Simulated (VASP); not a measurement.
Crystal: GaP.

```
CELL_PARAMETERS angstrom
3.78124 0.00000 0.00000
-1.89062 3.27465 0.00000
0.00000 0.00000 5.07087
ATOMIC_POSITIONS crystal
Ga 0.00000 0.00000 0.00000
Ga 0.00000 0.00000 0.50000
P 0.33333 0.66667 0.25000
P 0.66667 0.33333 0.75000
```

The cell was built by a generator and needn't be a form met in nature.

| Property | Result |
| --- | --- |
| Program | VASP 6.6.1 |
| Task | relaxation of cell and atoms |
| Functional | PBE |
| Potentials or basis | VASP PAW PBE potentials, release 64 (Ga_d, P) |
| Cutoff | 600 eV |
| k mesh | 8 × 8 × 5 |
| Occupations | gaussian, width 0.05 eV |
| Spin | no spin polarisation |

At the start: pressure 14.3 GPa; volume 15.70 Å³/atom.

Where does the relaxation end?

Over 13 steps the energy falls by 249.1 meV/atom and the volume is 17.35 Å³/atom (+10.5 %); space group P6_3/mmc (No. 194, to 0.05 Å).

Step by step:
```csv
step,energy change (eV),largest force (eV/Å),pressure (GPa),volume (Å³)
1,0.0000,0.0000,14.31,62.79
2,-0.6763,0.0000,-5.33,76.14
3,-0.6909,0.0000,-3.39,74.01
4,-0.9081,0.0000,-2.09,71.74
5,-0.9961,0.0000,0.30,69.14
6,-0.9960,0.0000,0.32,69.03
7,-0.9964,0.0000,-0.11,69.44
8,-0.9964,0.0000,0.04,69.39
9,-0.9964,0.0000,-0.06,69.40
10,-0.9964,0.0000,0.05,69.39
11,-0.9964,0.0000,-0.04,69.40
12,-0.9964,0.0000,-0.05,69.41
13,-0.9965,0.0000,0.01,69.39
```

Final structure:
```xyz
4
Lattice="3.6132 0.0000 0.0000 -1.8066 3.1292 0.0000 0.0000 0.0000 6.1373" Properties=species:S:1:pos:R:3 pbc="T T T"
Ga    0.0000    0.0000    0.0000
Ga    0.0000    0.0000    3.0686
P     0.0000    2.0861    1.5343
P     1.8066    1.0431    4.6030
```
